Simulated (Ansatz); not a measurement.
The system is BaTiO3.

```
CELL_PARAMETERS angstrom
0.00000 -2.83705 -2.84580
-3.98410 2.83705 -2.84580
3.98410 2.83705 -2.84580
ATOMIC_POSITIONS crystal
Ba 0.01483 0.52342 0.49595
Ba 0.98517 0.97658 0.00405
Ti 0.46949 0.00348 0.49813
Ti 0.51471 0.48862 0.99397
O 0.48613 0.25419 0.28052
O 0.52967 0.75371 0.72738
O 0.43502 0.81668 0.27996
O 0.55996 0.18961 0.72633
O 0.02114 0.00157 0.50510
O 0.99144 0.49592 0.99239
```

Base run:

| Quantity | Value |
| --- | --- |
| Program | Ansatz 0.2.0 |
| Functional | PBEsol |
| Potentials or basis | Ansatz PAW |
| Cutoff | 420 eV (not typed: the program's choice for these potentials) |
| k mesh | 7 × 5 × 5 |
| Occupations | fermi-dirac, width 0.05 eV |
| Spin | no spin polarisation |

Its results: band gap on the k mesh 0.58 eV, indirect (least direct gap 0.72 eV); pressure 11.2 GPa; largest force 11.300 eV/Å.

Problem. The run is repeated on the same cell with these changes: functional from PBEsol to PBE; k mesh from 7 × 5 × 5 to 3 × 2 × 2. What comes out?

Solution. Band gap on the k mesh 0.68 eV, direct; pressure 17.9 GPa; largest force 11.592 eV/Å.

Several settings changed at once, so the effect can't be laid on one alone.

Caveats: some runs use coarse meshes; spin-orbit coupling is left out, which moves the levels of the heavy elements; forces of over 1 eV/Å show positions far from the minimum, so gaps and moduli don't describe the material at rest; the PAW data sets come from PBE, with cores solved anew for the run's functional, which leaves a small shift of forces and pressure (some runs); odd divisions of the mesh miss points on the zone boundary, where band edges often lie, so the gap on the mesh can be too wide (some runs); so large a pressure means that the cell lies far from this level's equilibrium, or that cutoff or potentials fall short (some runs).

A k mesh can miss the band edges.
